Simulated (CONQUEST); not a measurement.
The system is Rb.

```
CELL_PARAMETERS angstrom
5.60500 0.00000 0.00000
0.00000 5.60500 0.00000
0.00000 0.00000 5.60500
ATOMIC_POSITIONS crystal
Rb 0.00000 0.00000 0.00000
Rb 0.50000 0.50000 0.50000
```

* Program: CONQUEST 1.3
* Task: single point
* Functional: PBEsol
* Potentials or basis: PseudoDojo NC PBEsol, DZP, grid cutoff 120 Ha
* k mesh: 5 × 5 × 5
* Occupations: fermi-dirac, width 0.05 eV
* Spin: no spin polarisation

On this cell: pressure 0.0 GPa; largest force zero by symmetry; band gap on the k mesh none (metal or under the smearing width).

The same run follows on a disturbed copy (atoms of the box moved at random, drawn with an rms of 0.05 Å):

```
Rb
1.0
     5.60500    0.00000    0.00000
     0.00000    5.60500    0.00000
     0.00000    0.00000    5.60500
Rb
2
Direct
  0.00130 0.99541 0.99660
  0.50082 0.49941 0.49978
```

Task: What does the disturbed cell give?

Result: The energy (extrapolated to zero smearing) moves by +0.0 meV/atom; pressure 0.0 GPa; largest force 0.009 eV/Å; band gap on the k mesh none (metal or under the smearing width).

Forces in eV/Å, atoms in the order of the input:
```
Rb   0.000  0.005  0.003
Rb   0.002 -0.007 -0.006
```

Caveats: the box holds several primitive cells, so bands are folded and the points are those of the box's own zone; the basis of atomic orbitals isn't converged, which shifts pressures, moduli and gaps.
